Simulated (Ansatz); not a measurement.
Results of B3LYP (VWN-RPA form) (plane waves, PAW; Ansatz, a first-principles code) for zinc-blende AlSb.

Run with plane-wave cutoff 460 eV, 8×8×8 k mesh, Fermi–Dirac smearing 0.01 eV, scalar-relativistic PAW data made under PBE.

The cell has the measured lattice: a = b = c = 6.136 Å, α = β = γ = 90.00°.

### Question
What does this level give for the band gap, smallest direct gap on the k points sampled and width of the whole s-p valence band?

### Answer

- band gap: 2.35 eV
- smallest direct gap on the k points sampled: 2.67 eV
- width of the whole s-p valence band: 11.70 eV

Measured, for comparison: band gap 1.73 eV (zero-point renormalisation of 35 meV (experimental, the table's column) added back here, indirect; inputs from Miglio et al. (2020), arXiv:2011.12765).

Note: cell and atoms aren't relaxed at this level (pressure 2.8 GPa).

Spin–orbit coupling is not included; with these elements it can move the gap by several tenths of an eV or more.

Computing time: very roughly 3 core-minutes.
